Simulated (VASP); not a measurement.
Runs of VASP 6.6.1 on NiO. Symmetry: Fm-3m, No. 225, cubic system. The conventional cell has a = 4.183 Å, b = 4.183 Å, c = 4.183 Å, α = 90.00°, β = 90.00°, γ = 90.00°. Ni (site symmetry m-3m) is surrounded by 6 O at 2.09 Å. O (site symmetry m-3m) is surrounded by 6 Ni at 2.09 Å. 

```tsv
task	cell	k mesh	cutoff (eV)	k mesh for the DOS	occupations for the DOS	gap on the mesh (eV)	pressure (GPa)	moment (μB)
atomic charges	as given	11 × 11 × 11	520	-	-	none	-21.2	0.36
density of states	as given	11 × 11 × 11	520	17 × 17 × 17	tetrahedron	-	-	0.36
optical spectrum	as given	11 × 11 × 11	520	-	-	none	-21.0	0.36
electron localisation function	as given	11 × 11 × 11	520	-	-	none	-21.0	0.36
phonons	relaxed	8 × 8 × 8	600	-	-	-	-	(a)
```

Alike in all rows: level LDA; potentials or basis VASP PAW LDA potentials, release 64 (Ni, O); spin collinear, ferromagnetic start; smearing gaussian 0.02 eV.

Task: Estimate the missing entries.

Result: (a) 0.73.

Caveats: semilocal functionals often make such compounds metallic where correlation or magnetic order opens a gap, which also shifts bond lengths (some runs); so large a pressure means that the cell lies far from this level's equilibrium, or that cutoff or potentials fall short (some runs); tetrahedron occupations give inexact forces and stress in metals (some runs); spectra need much finer meshes, so this one isn't converged (some runs); independent-particle spectra lack excitons (some runs); the intraband (Drude) part of a metal's response may be missing (some runs); a cell with one magnetic atom can't hold antiferromagnetic order, which such compounds often take (some runs).

A gap of «none» marks a metal or a gap under the smearing width.
